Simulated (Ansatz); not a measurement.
Boron (bcc) across density functionals

All rows: Ansatz, plane waves with scalar-relativistic PAW, 420 eV (500 eV for the SCAN forms), relaxed under each functional, no dispersion correction, no zero-point motion. B₀ comes from uniform scaling at fixed shape; a dash is a value not given.

```tsv
functional	V (Å³/atom)	cell	B₀ (GPa)	magnetic state	ΔE to alpha-rhombohedral (B12) (meV/atom)
PBE	6.15	a = 2.308 Å	225	spin not included	1715
r²SCAN	6.04	a = 2.295 Å	238	spin not included	1836
PBEsol	6.07	a = 2.298 Å	237	spin not included	1648
LDA	5.93	a = 2.281 Å	252	spin not included	1729
revPBE	6.23	a = 2.319 Å	215	spin not included	1697
RPBE	6.26	a = 2.321 Å	214	spin not included	1695
BLYP	6.45	a = 2.345 Å	174	spin not included	2037
```

LDA gives the smallest volume and BLYP the largest.
